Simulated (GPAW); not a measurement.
Here is a GPAW 26.7.0 calculation.

The input run.py:

```python
import numpy as np
from ase.dft.bandgap import bandgap
from ase.io import read, write
from gpaw import GPAW, PW
from gpaw.spinorbit import soc_eigenstates

atoms = read('TaN.xyz')

calc = GPAW(mode=PW(800),
            xc={'name': 'optB88-vdW', 'backend': 'libvdwxc'},
            kpts={'size': (8, 8, 8), 'gamma': True},
            occupations={'name': 'fermi-dirac', 'width': 0.05},
            nbands=19,
            convergence={'density': 1e-05, 'energy': 1e-05},
            maxiter=150,
            legacy_gpaw=True,
            txt='gpaw.txt')
atoms.calc = calc
energy = atoms.get_potential_energy()
forces = atoms.get_forces()
calc.write('gs.gpw')
write('result.traj', atoms)
print(f'Energy: {energy:.6f} eV')
print('Forces (eV/A):')
print(forces.round(4))
print('Fermi level:', round(calc.get_fermi_level(), 4), 'eV')
print(f'Gap: {bandgap(calc)[0]:.4f} eV, direct: {bandgap(calc, direct=True)[0]:.4f} eV')

path = atoms.cell.bandpath('GXWKGLUWLK,UX', npoints=80, eps=1e-4)
bs_calc = calc.fixed_density(kpts=path, symmetry='off', nbands=28,
                             convergence={'bands': 'CBM+6.0', 'eigenstates': 1e-6}, txt='bands.txt')
bs = bs_calc.band_structure()
bs.write('bs.json')
print(f'Gap on the path: {bandgap(bs_calc)[0]:.4f} eV')

soc = soc_eigenstates(bs_calc, theta=0, phi=0)
np.savetxt('soc_bands.dat', soc.eigenvalues(), fmt='%.4f')
mesh = soc_eigenstates('gs.gpw', theta=0, phi=0)
np.savetxt('soc_mesh.dat', mesh.eigenvalues(), fmt='%.4f')
print('Fermi level with spin-orbit coupling:', round(mesh.fermi_level, 4), 'eV')
```

The input TaN.xyz:

```xyz
2
Lattice="0.0000000000 2.2113230000 2.2113230000 2.2113230000 0.0000000000 2.2113230000 2.2113230000 2.2113230000 0.0000000000" Properties=species:S:1:pos:R:3 pbc="T T T"
Ta     2.2113230000      2.2113230000      2.2113230000
N      0.0000000000      0.0000000000      0.0000000000
```

Potentials or basis: GPAW PAW data sets (gpaw-data 1.2.1), pw.

Command:

```sh
$ OMP_NUM_THREADS=1 python run.py
```

**Question.** Estimate the band gap along the path.

**Answer.** None (metal or under the smearing width).

Levels at the corners of the path, in eV from the Fermi level:
| point | band 14 | band 15 | band 16 | band 17 | band 18 | band 19 | band 20 | band 21 | band 22 | band 23 |
| --- | --- | --- | --- | --- | --- | --- | --- | --- | --- | --- |
| Γ | -3.71 | -3.71 | -3.71 | -2.22 | -2.22 | -2.22 | -2.22 | -1.82 | -1.82 | 0.09 |
| X | -5.26 | -4.67 | -4.67 | -4.31 | -4.31 | 1.94 | 1.94 | 2.94 | 2.94 | 3.54 |
| W | -6.95 | -6.25 | -6.25 | -0.30 | -0.30 | -0.15 | -0.15 | 3.12 | 3.12 | 4.04 |
| K | -6.63 | -5.98 | -5.98 | -2.17 | -2.17 | 2.11 | 2.11 | 2.48 | 2.48 | 4.42 |
| Γ | -3.71 | -3.71 | -3.71 | -2.22 | -2.22 | -2.22 | -2.22 | -1.82 | -1.82 | 0.09 |
| L | -7.47 | -7.38 | -7.38 | 1.58 | 1.58 | 1.64 | 1.64 | 2.09 | 2.09 | 3.99 |
| U | -6.63 | -5.98 | -5.98 | -2.17 | -2.17 | 2.11 | 2.11 | 2.48 | 2.48 | 4.42 |
| W | -6.95 | -6.25 | -6.25 | -0.30 | -0.30 | -0.15 | -0.15 | 3.12 | 3.12 | 4.04 |
| L | -7.47 | -7.38 | -7.38 | 1.58 | 1.58 | 1.64 | 1.64 | 2.09 | 2.09 | 3.99 |
| K | -6.63 | -5.98 | -5.98 | -2.17 | -2.17 | 2.11 | 2.11 | 2.48 | 2.48 | 4.42 |
| U | -6.63 | -5.98 | -5.98 | -2.17 | -2.17 | 2.11 | 2.11 | 2.48 | 2.48 | 4.42 |
| X | -5.26 | -4.67 | -4.67 | -4.32 | -4.32 | 1.94 | 1.94 | 2.94 | 2.94 | 3.55 |

Caveat: spin-orbit coupling was added after a scalar SCF, so levels and gaps hold it while energy, forces, pressure and moments don't; this program's spin-orbit splittings come out too wide for heavy elements; the PAW data sets were made with another functional, which shifts forces and pressure a little.
